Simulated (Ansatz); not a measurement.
Input of an Ansatz 0.2.0 run:

File input.yaml:

```yaml
crystal:
  lattice:
    - [0.0, 2.0970013927, 2.0970013927]
    - [2.0970013927, 0.0, 2.0970013927]
    - [2.0970013927, 2.0970013927, 0.0]
  atoms:
    - { symbol: Mg, position: [0.0, 0.0, 0.0] }
    - { symbol: O, position: [0.5, 0.5, 0.5] }
hamiltonian:
  xc: pbe
  pseudopotentials: { kind: paw }
kpoints:
  mp_grid: { grid: [11, 11, 11] }
scf:
  occupations: { method: gaussian, width: 0.013 }
output:
  forces: true
  stress: true
  eigenvalues: true
```

Potentials or basis: Ansatz PAW.

The run is started by

```sh
$ ansatz run input.yaml --threads 2 --pin off --max-ram 5632MiB --backend cpu --events-out ev --progress --plain --runs-dir out
```

Problem. What does it give for the pressure?

Solution. 6.9 GPa.

Problem. Predict the band gap on the k mesh.

Solution. 4.87 eV, direct.

Caveat: odd divisions of the mesh miss points on the zone boundary, where band edges often lie, so the gap on the mesh can be too wide; the pressure holds a Pulay correction of +0.6 GPa for the finite cutoff.

**What was measured.**

“Electronic structure of alkaline earth and post-transition metal oxides”, 2009, arxiv:0908.1581 quotes, for a bulk crystal of MgO: band gap 7.83 eV.

A measured gap of MgO is 7.83 eV (quoted in “Electronic structure of alkaline earth and post-transition metal oxides”, 2009, arxiv:0908.1581); the calculated 4.87 eV misses it by -2.96 eV. The value is that of PBE, without temperature or zero-point motion. Semilocal functionals fall short of measured gaps as a rule. The cell is a database's relaxed one, not the measured one, which moves gaps too.
